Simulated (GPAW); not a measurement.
A run of GPAW 26.7.0:

The input run.py:

```python
import json
import numpy as np
from ase.dft.bandgap import bandgap
from ase.io import read, write
from gpaw import GPAW, PW, setup_paths
from gpaw.response.g0w0 import G0W0

setup_paths.insert(0, '.')

atoms = read('POSCAR')

calc = GPAW(mode=PW(550),
            xc='PBEsol',
            kpts={'size': (6, 6, 6), 'gamma': True},
            occupations={'name': 'fermi-dirac', 'width': 0.001},
            nbands=11,
            convergence={'density': 1e-06},
            maxiter=150,
            txt='gpaw.txt')
atoms.calc = calc
energy = atoms.get_potential_energy()
calc.write('gs.gpw')
write('result.traj', atoms)
print(f'Energy: {energy:.6f} eV')
print('Fermi level:', round(calc.get_fermi_level(), 4), 'eV')
print(f'Gap: {bandgap(calc)[0]:.4f} eV, direct: {bandgap(calc, direct=True)[0]:.4f} eV')

calc.diagonalize_full_hamiltonian(nbands=48)
calc.write('full.gpw', mode='all')

ibz = calc.get_ibz_k_points()
gap, vbm, cbm = bandgap(calc, output=None)
gap, direct, _ = bandgap(calc, direct=True, output=None)
gamma = int(np.abs(ibz).sum(1).argmin())
kpts = sorted({gamma, vbm[1], cbm[1], direct[1]})
gw = G0W0(calc='full.gpw',
          filename='gw',
          ecut=100,
          ecut_extrapolation=True,
          relbands=(-2, 2),
          kpts=kpts,
          integrate_gamma='WS',
          ppa=True)
gw.calculate()
results = {mode: {key: np.asarray(r[key]).tolist() for key in ['f', 'eps', 'vxc', 'exx', 'sigma', 'Z', 'qp', 'sigma_eskn']}
           for mode, r in gw.all_results.items()}
json.dump({'kpts': ibz[kpts].tolist(), 'results': results}, open('gw.json', 'w'))
for mode, r in results.items():
    f, qp = np.array(r['f']), np.array(r['qp'])
    print(mode, 'quasiparticle energies (eV):')
    print(qp.round(3))
    print(mode, 'gap:', round(qp[f < 0.5].min() - qp[f > 0.5].max(), 4), 'eV')
```

File POSCAR:

```
GaN
1.0
    0.0000000000      2.1352350000      2.1352350000
    2.1352350000      0.0000000000      2.1352350000
    2.1352350000      2.1352350000      0.0000000000
Ga N
1 1
Direct
    0.0000000000      0.0000000000      0.0000000000
    0.5000000000      0.5000000000      0.5000000000
```

Potentials or basis: PAW data sets generated in the run's folder for this functional, pw.

The run is started by

```console
$ gpaw-setup -x -f PBEsol Ga N
$ OMP_NUM_THREADS=1 python run.py
```

Hardware: 1 thread of INTEL(R) XEON(R) PLATINUM 8581C CPU @ 2.30GHz (Emerald Rapids), on a shared host.

Estimate the wall time of this run.

Run time: 73 s on 1 thread of INTEL(R) XEON(R) PLATINUM 8581C CPU @ 2.30GHz (Emerald Rapids), on a shared host, peak memory 0.32 GiB. Counts: scf iterations 11, plane waves 588, bands 11, k points 16.
